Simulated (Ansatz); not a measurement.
Below is a relaxed structure of GaN. The cell was found from a structure generator's guess, not taken from experiment.

All numbers below come from Ansatz 0.2.0, DFT PBE, scalar-relativistic, plane waves, PAW. Cutoff 420 eV, Γ-centred mesh, Gaussian smearing, no spin polarisation.

```yaml
crystal:
  lattice:
    - [3.01380, 0.00000, 0.00000]
    - [-1.50690, 2.61003, 0.00000]
    - [0.00000, 0.00000, 10.02226]
  atoms:
    - { symbol: Ga, position: [0.33333, 0.66667, 0.87711] }
    - { symbol: Ga, position: [0.66667, 0.33333, 0.12289] }
    - { symbol: Ga, position: [0.66667, 0.33333, 0.37711] }
    - { symbol: Ga, position: [0.33333, 0.66667, 0.62289] }
    - { symbol: N, position: [0.66667, 0.33333, 0.75000] }
    - { symbol: N, position: [0.00000, 0.00000, 0.00000] }
    - { symbol: N, position: [0.33333, 0.66667, 0.25000] }
    - { symbol: N, position: [0.00000, 0.00000, 0.50000] }
```

Formation energies are uncorrected and refer to the elements' standard structures at the same level (N₂ as a molecule).

(1) Find its symmetry and describe it.

(2) How far does it lie from the elements in energy?

(3) Is it a metal?

(4) From what recipe could a structure generator have reached it?

Results:

(1) P6_3/mmc (No. 194). Conventional cell: a = 3.014 Å, c = 10.022 Å. Ga has 6 N at 2.13–2.16 Å and 1 Ga at 2.55 Å; around N on a site of symmetry -6m2 lie 6 Ga at 2.16 Å; N on a site of symmetry -3m has 6 Ga at 2.13 Å.

(2) +0.093 eV/atom. A positive value: parting into the elements would lower its energy.

(3) No, the gap on the 12×12×4 mesh is 1.07 eV.

(4) One such recipe: close-packed anion layers stacked ABCB, next cell at A, with sites between them filled layer by layer (P6_3/mmc, No. 194). Other recipes can lead to the same cell.

The last run used a 12×12×4 mesh (in the run's order of axes) for its 8-atom cell and Gaussian smearing of 0.02 eV. Kohn–Sham gaps at this level usually fall short of measured ones. Symmetry constrained the relaxation, so the result can be a saddle point.
